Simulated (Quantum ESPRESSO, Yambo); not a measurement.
# BP (F-43m): G0W0 in Yambo against the screening cutoff

How does the gap of BP (F-43m) converge in the screening cutoff?

Program: Yambo 5.3.0. Level of theory: PBE and many-body steps on it, plane waves. Results are calculated unless marked as measured.

### Step 1. The structure

It takes space group F-43m (No. 216, cubic). The conventional cell has a = 4.538 Å, b = 4.538 Å, c = 4.538 Å, α = 90.00°, β = 90.00°, γ = 90.00°. Nearest to B lie 4 P at 1.97 Å. Nearest to P lie 4 B at 1.97 Å. Farther neighbours are not listed.

As a file:

```
B P
1.0
     0.00000    2.26900    2.26900
     2.26900    0.00000    2.26900
     2.26900    2.26900    0.00000
B P
1 1
Direct
  0.00000 0.00000 0.00000
  0.25000 0.25000 0.25000
```

The cell and positions come from the Crystallography Open Database and are kept as given unless a step says otherwise.

### Step 2. 3.25 Ha

This step: Yambo 5.3.0; G0W0 on PBE, plane waves, norm-conserving pseudopotentials.

Now the one-shot GW correction: screening in the RPA, then the self-energy of the levels asked for.

File gw7.in:

```
HF_and_locXC
gw0
dyson
ppa
em1d
rim_cut
RandQpts= 1000000
RandGvec= 1 RL
EXXRLvcs= 68 Ry
VXCRLvcs= 272 Ry
Chimod= "HARTREE"
% BndsRnXp
 1 | 73 |
%
NGsBlkXp= 6.5 Ry
% LongDrXp
 1 | 1 | 1 |
%
% GbndRnge
 1 | 73 |
%
DysSolver= "n"
ExtendOut
PPAPntXp= 27.21138 eV
% QPkrange
 1 | 1 | 3 | 6 |
 7 | 7 | 3 | 6 |
%
```

On the command line:

```bash
$ OMP_NUM_THREADS=1 mpirun -n 4 yambo -F gw7.in -J gw7 -C gw7 > gw7.log
```

The log of the run:

```text
 Yambo, version 5.3.0

 [02] CORE Variables Setup
 =========================

  [... cell, symmetries and grids as in the set-up ...]

  [02.05] Energies & Occupations
  ==============================

  [X] === General ===
  [X] Electronic Temperature                        :  0.000000  0.000000 [eV K]
  [X] Bosonic    Temperature                        :  0.000000  0.000000 [eV K]
  [X] Finite Temperature mode                       : no
  [X] El. density                                   :  0.34242E+24 [cm-3]
  [X] Fermi Level                                   :  9.241273 [eV]

  [X] === Gaps and Widths ===
  [X] Conduction Band Min                           :  1.347324 [eV]
  [X] Valence Band Max                              :  0.000000 [eV]
  [X] Filled Bands                                  :   4
  [X] Empty Bands                                   :    5  279
  [X] Direct Gap                                    :  3.406803 [eV]
  [X] Direct Gap localized at k                     :  1
  [X] Indirect Gap                                  :  1.347324 [eV]
  [X] Indirect Gap between kpts                     :   1   7
  [X] Last valence band width                       :  5.466754 [eV]
  [X] 1st conduction band width                     :  3.986001 [eV]

 [03] Transferred momenta grid and indexing
 ==========================================

 IBZ Q-points                                      :   8
 BZ  Q-points                                      :   64

 K/Q-points units:
 rlu = crystal or reduced units; cc = cartesian coordinates; iku = interal k-units

 Q [1]          [rlu]:  0.000000  0.000000  0.000000
 Q [2]          [rlu]: -0.10617E-17 -0.10617E-17  0.25000
 Q [3]          [rlu]:  0.21235E-17  0.21235E-17 -0.50000
 Q [4]          [rlu]: -0.90507E-17  0.25000      0.25000
 Q [5]          [rlu]:  0.10377E-16  0.25000      0.50000
 Q [6]          [rlu]:  0.21235E-17  0.25000     -0.25000
 Q [7]          [rlu]:  0.18101E-16 -0.50000     -0.50000
 Q [8]          [rlu]:  0.250000 -0.500000 -0.250000

 [04] Coloumb potential Random Integration (RIM)
 ===============================================

  [04.01] RIM initialization
  ==========================

  * Diagonal components only detected *

  8 x (sBL volume)        :  0.196662 [a.u.]
  sBZ random points       :  1000000
  Points outside the sBZ  :   7987327
  RL volume               :  1.573293 [a.u.]
  Integrated volume       :  1.575789 [a.u.]

  [04.02] RIM integrals
  =====================

  Gamma point sphere radius             :  0.105485 [a.u.]
  Points outside the sphere             :   799513
  [Int_sBZ(q=0) 1/q^2]*(Vol_sBZ)^(-1/3) =:  7.764325
                                 should be <:  7.795600

  Summary of Coulomb integrals for non-metallic bands |Q|[au] RIM/Bare

  Q [1] 0.100000E-4 0.995988 * Q [2] 0.317261 1.066317
  Q [4] 0.366342 1.065091 * Q [6] 0.518086 1.027759
  Q [5] 0.607509 1.020584 * Q [3] 0.634523 1.018268
  Q [7] 0.732684 1.014689 * Q [8] 0.819165 1.011648

 [WARNING] [Xp] User bands 1-73 break level degeneracy

 [05] Dipoles
 ============

  [05.01] Setup: observables and procedures
  =========================================

 [06] Dynamic Dielectric Matrix (PPA)
 ====================================

 [WR./gw7//ndb.pp]---------------------------------------------------------------
  Brillouin Zone Q/K grids (IBZ/BZ)                :    8   64    8   64
  RL vectors                                       :  1917 [WF]
  Coulomb cutoff potential                         : none
  Electronic Temperature                           :  0.000000 [K]
  Bosonic    Temperature                           :  0.000000 [K]
  PPA    diel. fun.  energies                      : Perdew, Burke & Ernzerhof(X)+Perdew, Burke & Ernzerhof(C)
  wavefunctions                                    : Perdew, Burke & Ernzerhof(X)+Perdew, Burke & Ernzerhof(C)
  Global Gauge                                     : length
  X matrix size                                    :   59
  X band range                                     :    1   73
  X e/h energy range                               : -1.000000 -1.000000 [eV]
  X Time ordering                                  : R
  X Hxc Kernel                                     : HARTREE
  X Drude frequency                                :  0.000000  0.000000
  X poles                                          :  100.0000 [o/o]
  RL vectors in the sum                            :  1917
  [r,Vnl] included                                 : yes
  Field direction                                  :  0.577350E-5  0.577350E-5  0.577350E-5
  BZ energy Double Grid                            : no
  BZ energy DbGd points                            : 0
  BZ Q point size factor                           : -1.000000
  X Optical Averaged directions                    : none

 [07] Local Exchange-Correlation + Non-Local Fock
 ================================================

 [VXC] Plane waves :  11935
 [EXS] Plane waves :  1471

 QP @ state[ 1 ] K range:  1  1
 QP @ state[ 1 ] b range:   3   6
 QP @ state[ 2 ] K range:   7   7
 QP @ state[ 2 ] b range:   3   6

 [xc] Functional : Perdew, Burke & Ernzerhof(X)+Perdew, Burke & Ernzerhof(C)
 [xc] LIBXC used to calculate xc functional
  PP Number of Atomic Species                      :  2
  NLCC RL compoments                               :  11935
  PP Number of Atomic Species                      :  2
  NLCC RL compoments                               :  11935

 [xc] E_xc :  -2.825902 [Ha]
      E_xc :  -5.651803 [Ry]

  Local XC kind (lXC) : Perdew, Burke & Ernzerhof(X)+Perdew, Burke & Ernzerhof(C)
  Non-Local XC kind (nlXC) : Hartree-Fock

  Corrections @ K [1] :  [eV]
 <3|nlXC|3> = -15.11597  0.27490E-17 <3|lXC|3> = -13.31497 -0.10746E-19
 <4|nlXC|4> = -15.11568  0.15223E-16 <4|lXC|4> = -13.31497 -0.56678E-15
 <5|nlXC|5> = -7.139641  0.74225E-17 <5|lXC|5> = -12.02100  0.33045E-15
 <6|nlXC|6> = -7.139699  0.14631E-17 <6|lXC|6> = -12.02100 -0.47201E-16

  Corrections @ K [7] :  [eV]
 <3|nlXC|3> = -15.96388  0.16157E-16 <3|lXC|3> = -12.50131  0.28975E-19
 <4|nlXC|4> = -15.96386  0.15018E-16 <4|lXC|4> = -12.50131 -0.23491E-16
 <5|nlXC|5> = -6.408130 -0.43730E-17 <5|lXC|5> = -10.80516  0.70805E-16
 <6|nlXC|6> = -6.161084  0.16372E-18 <6|lXC|6> = -10.66008 -0.11800E-15

 [08] Dyson equation: Newton solver
 ==================================

  [08.01] G0W0 (W PPA)
  ====================

  [  GW  ] Bands range     :    1   73
  [GW/PPA] G damping       :  0.100000 [eV]

  QP @ state[ 1 ] K range:  1  1
  QP @ state[ 1 ] b range:   3   6
  QP @ state[ 2 ] K range:   7   7
  QP @ state[ 2 ] b range:   3   6

   Sc/G bands                                       :    1   73
   Sc/G damping                                     :  0.100000 ev
   Sc bands terminator                              : no
   Sx RL components                                 :  1471

   QP @ state[ 1 ] K range                          :  1  1
   QP @ state[ 1 ] b range                          :   3   6
   QP @ state[ 2 ] K range                          :   7   7
   QP @ state[ 2 ] b range                          :   3   6
   GF energies kind                                 : Perdew, Burke & Ernzerhof(X)+Perdew, Burke & Ernzerhof(C)
   GF WF`s kind                                     : Perdew, Burke & Ernzerhof(X)+Perdew, Burke & Ernzerhof(C)
   Xs energies kind                                 : Perdew, Burke & Ernzerhof(X)+Perdew, Burke & Ernzerhof(C)
   Xs WF`s kind                                     : Perdew, Burke & Ernzerhof(X)+Perdew, Burke & Ernzerhof(C)

 [11] Game Over & Game summary
```

It took 8.9 s on 4 MPI ranks of Arm Neoverse V1, shared host; peak memory 1.1 GiB; 31 s of CPU time.

This step gave:

| Quantity | Value |
| --- | --- |
| G0W0 gap on the points computed | 1.955 eV |
| starting gap on the mesh | 1.347 eV |
| k of the valence top | 0, 0, 0 |
| k of the conduction bottom | 0, -0.5, -0.5 |
| least direct G0W0 gap on the computed points | 4.212 eV |
| Z at the valence top | 0.7989 |
| Z at the conduction bottom | 0.8106 |

The gap on the mesh goes from 1.35 eV to 1.95 eV, a correction of +0.61 eV.

### Step 3. 5.25 Ha

gw8.in, as its differences from gw7.in of step 2:

```diff
@@ -14,3 +14,3 @@
 %
-NGsBlkXp= 6.5 Ry
+NGsBlkXp= 10.5 Ry
 % LongDrXp
```

On the command line:

```bash
$ OMP_NUM_THREADS=1 mpirun -n 4 yambo -F gw8.in -J gw8 -C gw8 > gw8.log
```

The log of the run:

```text
 Yambo, version 5.3.0

 [02] CORE Variables Setup
 =========================

  [... cell, symmetries and grids as in the set-up ...]

  [02.05] Energies & Occupations
  ==============================

  [X] === General ===
  [X] Electronic Temperature                        :  0.000000  0.000000 [eV K]
  [X] Bosonic    Temperature                        :  0.000000  0.000000 [eV K]
  [X] Finite Temperature mode                       : no
  [X] El. density                                   :  0.34242E+24 [cm-3]
  [X] Fermi Level                                   :  9.241273 [eV]

  [X] === Gaps and Widths ===
  [X] Conduction Band Min                           :  1.347324 [eV]
  [X] Valence Band Max                              :  0.000000 [eV]
  [X] Filled Bands                                  :   4
  [X] Empty Bands                                   :    5  279
  [X] Direct Gap                                    :  3.406803 [eV]
  [X] Direct Gap localized at k                     :  1
  [X] Indirect Gap                                  :  1.347324 [eV]
  [X] Indirect Gap between kpts                     :   1   7
  [X] Last valence band width                       :  5.466754 [eV]
  [X] 1st conduction band width                     :  3.986001 [eV]

 [03] Transferred momenta grid and indexing
 ==========================================

 IBZ Q-points                                      :   8
 BZ  Q-points                                      :   64

 K/Q-points units:
 rlu = crystal or reduced units; cc = cartesian coordinates; iku = interal k-units

 Q [1]          [rlu]:  0.000000  0.000000  0.000000
 Q [2]          [rlu]: -0.10617E-17 -0.10617E-17  0.25000
 Q [3]          [rlu]:  0.21235E-17  0.21235E-17 -0.50000
[...]
NLCC RL compoments                               :  11935
  PP Number of Atomic Species                      :  2
  NLCC RL compoments                               :  11935

 [xc] E_xc :  -2.825902 [Ha]
      E_xc :  -5.651803 [Ry]

  Local XC kind (lXC) : Perdew, Burke & Ernzerhof(X)+Perdew, Burke & Ernzerhof(C)
  Non-Local XC kind (nlXC) : Hartree-Fock

  Corrections @ K [1] :  [eV]
 <3|nlXC|3> = -15.11597  0.27490E-17 <3|lXC|3> = -13.31497 -0.10746E-19
 <4|nlXC|4> = -15.11568  0.15223E-16 <4|lXC|4> = -13.31497 -0.56678E-15
 <5|nlXC|5> = -7.139641  0.74225E-17 <5|lXC|5> = -12.02100  0.33045E-15
[...]
Corrections @ K [7] :  [eV]
[...]
<5|nlXC|5> = -6.408130 -0.43730E-17 <5|lXC|5> = -10.80516  0.70805E-16
 <6|nlXC|6> = -6.161084  0.16372E-18 <6|lXC|6> = -10.66008 -0.11800E-15

 [08] Dyson equation: Newton solver
 ==================================

  [08.01] G0W0 (W PPA)
  ====================

  [  GW  ] Bands range     :    1   73
  [GW/PPA] G damping       :  0.100000 [eV]

  QP @ state[ 1 ] K range:  1  1
  QP @ state[ 1 ] b range:   3   6
  QP @ state[ 2 ] K range:   7   7
  QP @ state[ 2 ] b range:   3   6

   Sc/G bands                                       :    1   73
   Sc/G damping                                     :  0.100000 ev
   Sc bands terminator                              : no
   Sx RL components                                 :  1471

   QP @ state[ 1 ] K range                          :  1  1
   QP @ state[ 1 ] b range                          :   3   6
   QP @ state[ 2 ] K range                          :   7   7
   QP @ state[ 2 ] b range                          :   3   6
   GF energies kind                                 : Perdew, Burke & Ernzerhof(X)+Perdew, Burke & Ernzerhof(C)
   GF WF`s kind                                     : Perdew, Burke & Ernzerhof(X)+Perdew, Burke & Ernzerhof(C)
   Xs energies kind                                 : Perdew, Burke & Ernzerhof(X)+Perdew, Burke & Ernzerhof(C)
   Xs WF`s kind                                     : Perdew, Burke & Ernzerhof(X)+Perdew, Burke & Ernzerhof(C)

 [11] Game Over & Game summary
```

It took 11 s on 4 MPI ranks; peak memory 1.1 GiB.

This step gave:

- G0W0 gap on the points computed: 1.989 eV
- starting gap on the mesh: 1.347 eV
- k of the valence top: 0, 0, 0
- k of the conduction bottom: 0, -0.5, -0.5
- least direct G0W0 gap on the computed points: 4.238 eV
- Z at the valence top: 0.7982
- Z at the conduction bottom: 0.8103

Against the run before, the gap moves by +0.034 eV.

### Step 4. 10.5 Ha

gw9.in, as its differences from gw8.in of step 3:

```diff
@@ -14,3 +14,3 @@
 %
-NGsBlkXp= 10.5 Ry
+NGsBlkXp= 21 Ry
 % LongDrXp
```

On the command line:

```bash
$ OMP_NUM_THREADS=1 mpirun -n 4 yambo -F gw9.in -J gw9 -C gw9 > gw9.log
```

The log of the run:

```text
 Yambo, version 5.3.0

 [02] CORE Variables Setup
 =========================

  [... cell, symmetries and grids as in the set-up ...]

  [02.05] Energies & Occupations
  ==============================

  [X] === General ===
  [X] Electronic Temperature                        :  0.000000  0.000000 [eV K]
  [X] Bosonic    Temperature                        :  0.000000  0.000000 [eV K]
  [X] Finite Temperature mode                       : no
  [X] El. density                                   :  0.34242E+24 [cm-3]
[...]
QP @ state[ 1 ] b range                          :   3   6
   QP @ state[ 2 ] K range                          :   7   7
   QP @ state[ 2 ] b range                          :   3   6
   GF energies kind                                 : Perdew, Burke & Ernzerhof(X)+Perdew, Burke & Ernzerhof(C)
   GF WF`s kind                                     : Perdew, Burke & Ernzerhof(X)+Perdew, Burke & Ernzerhof(C)
   Xs energies kind                                 : Perdew, Burke & Ernzerhof(X)+Perdew, Burke & Ernzerhof(C)
   Xs WF`s kind                                     : Perdew, Burke & Ernzerhof(X)+Perdew, Burke & Ernzerhof(C)

 [11] Game Over & Game summary
```

It took 41 s on 4 MPI ranks; peak memory 1.1 GiB; 2.6 min of CPU time.

This step gave:

```yaml
g0w0_gap_on_the_points_computed: 2.029 eV
starting_gap_on_the_mesh: 1.347 eV
k_of_the_valence_top: 0, 0, 0
k_of_the_conduction_bottom: 0, -0.5, -0.5
least_direct_g0w0_gap_on_the_computed_points: 4.270 eV
```

Against the run before, the gap moves by +0.040 eV.

### Step 5. 13 Ha

gw10.in, as its differences from gw9.in of step 4:

```diff
@@ -14,3 +14,3 @@
 %
-NGsBlkXp= 21 Ry
+NGsBlkXp= 26 Ry
 % LongDrXp
```

On the command line:

```bash
$ OMP_NUM_THREADS=1 mpirun -n 4 yambo -F gw10.in -J gw10 -C gw10 > gw10.log
```

The log of the run:

```text
 Yambo, version 5.3.0

 [02] CORE Variables Setup
 =========================

  [... cell, symmetries and grids as in the set-up ...]

  [02.05] Energies & Occupations
  ==============================

  [X] === General ===
  [X] Electronic Temperature                        :  0.000000  0.000000 [eV K]
  [X] Bosonic    Temperature                        :  0.000000  0.000000 [eV K]
  [X] Finite Temperature mode                       : no
  [X] El. density                                   :  0.34242E+24 [cm-3]
[...]
QP @ state[ 1 ] b range                          :   3   6
   QP @ state[ 2 ] K range                          :   7   7
   QP @ state[ 2 ] b range                          :   3   6
   GF energies kind                                 : Perdew, Burke & Ernzerhof(X)+Perdew, Burke & Ernzerhof(C)
   GF WF`s kind                                     : Perdew, Burke & Ernzerhof(X)+Perdew, Burke & Ernzerhof(C)
   Xs energies kind                                 : Perdew, Burke & Ernzerhof(X)+Perdew, Burke & Ernzerhof(C)
   Xs WF`s kind                                     : Perdew, Burke & Ernzerhof(X)+Perdew, Burke & Ernzerhof(C)

 [11] Game Over & Game summary
```

Wall time 69 s (4 MPI ranks); peak memory 1.1 GiB; 4.5 min of CPU time.

Numbers from this step:

| Item | Value |
| --- | --- |
| G0W0 gap on the points computed | 2.030 eV |
| starting gap on the mesh | 1.347 eV |
| k of the valence top | 0, 0, 0 |
| k of the conduction bottom | 0, -0.5, -0.5 |
| least direct G0W0 gap on the computed points | 4.271 eV |

Against the run before, the gap moves by +0.001 eV.

### Step 6. 16.25 Ha

gw11.in, as its differences from gw10.in of step 5:

```diff
@@ -14,3 +14,3 @@
 %
-NGsBlkXp= 26 Ry
+NGsBlkXp= 32.5 Ry
 % LongDrXp
```

On the command line:

```bash
$ OMP_NUM_THREADS=1 mpirun -n 4 yambo -F gw11.in -J gw11 -C gw11 > gw11.log
```

The log of the run:

```text
 Yambo, version 5.3.0

 [02] CORE Variables Setup
 =========================

  [... cell, symmetries and grids as in the set-up ...]

  [02.05] Energies & Occupations
  ==============================

  [X] === General ===
  [X] Electronic Temperature                        :  0.000000  0.000000 [eV K]
  [X] Bosonic    Temperature                        :  0.000000  0.000000 [eV K]
  [X] Finite Temperature mode                       : no
  [X] El. density                                   :  0.34242E+24 [cm-3]
[...]
QP @ state[ 1 ] b range                          :   3   6
   QP @ state[ 2 ] K range                          :   7   7
   QP @ state[ 2 ] b range                          :   3   6
   GF energies kind                                 : Perdew, Burke & Ernzerhof(X)+Perdew, Burke & Ernzerhof(C)
   GF WF`s kind                                     : Perdew, Burke & Ernzerhof(X)+Perdew, Burke & Ernzerhof(C)
   Xs energies kind                                 : Perdew, Burke & Ernzerhof(X)+Perdew, Burke & Ernzerhof(C)
   Xs WF`s kind                                     : Perdew, Burke & Ernzerhof(X)+Perdew, Burke & Ernzerhof(C)

 [11] Game Over & Game summary
```

Run time: 2.3 min. Hardware: 4 MPI ranks; peak memory 1.2 GiB; 9 min of CPU time.

Numbers from this step:

```
G0W0 gap on the points computed              : 2.031 eV
starting gap on the mesh                     : 1.347 eV
k of the valence top                         : 0, 0, 0
k of the conduction bottom                   : 0, -0.5, -0.5
least direct G0W0 gap on the computed points : 4.271 eV
```

Against the run before, the gap moves by +0.001 eV.

### Step 7. The runs together

Times are wall times on 4 MPI ranks of Arm Neoverse V1, shared host, good to a factor of about two.

```csv
run,mesh,bands,screening cutoff (eV),DFT gap (eV),gap on the mesh (eV),direct (eV),time
3.25 Ha,4×4×4,73,88.4,1.347,1.955,4.212,8.9 s
5.25 Ha,4×4×4,73,142.9,1.347,1.989,4.238,11 s
10.5 Ha,4×4×4,73,285.7,1.347,2.029,4.270,41 s
13 Ha,4×4×4,73,353.7,1.347,2.030,4.271,69 s
16.25 Ha,4×4×4,73,442.2,1.347,2.031,4.271,2.3 min
```

### Step 8. Summary of results

```yaml
3p25_ha: 1.955 eV
5p25_ha: 1.989 eV
10p5_ha: 2.029 eV
13_ha: 2.030 eV
16p25_ha: 2.031 eV
known_limits: not at the basis limit; coarse k mesh
```

In words: The setting moved: screening cutoff. From 3.25 Ha to 16.25 Ha the gap moves by +0.08 eV, for 15 times the time. It holds to 0.03 eV from 10.5 Ha on. Bands and screening cutoff are coupled, so a series along one setting does not show full convergence. Bands and cutoff are finite, so the gap is not at the basis limit. The miss can reach some tenths of an eV and take either sign; the mesh is an error of its own. In the G0W0 runs levels were corrected at 2 k points alone, so a gap called «on the mesh» is the least over those, and an edge elsewhere would be missed. A denser mesh or path gives a starting gap of 1.26 eV: the GW mesh misses a band edge, so its gaps are not the fundamental one. The 4×4×4 mesh is coarse for this cell, which bears on the long-range parts of exchange and screening.

[Paths, hosts, dates, memory and timing lines, banners, echoed tables and standing remarks are left out of the program output.]

[Logs are printed without paths, hosts, clocks, repeated set-up lines and the standing remarks that a program may print on its own settings, such as how far it seeks lower states.]

[Runs of the session that timed out or met a known fault of the program may be left out.]

[Hosts, paths, dates, database ids (printed as entryN), source tags and the programs' standing remarks are cut or masked in the printed files.]
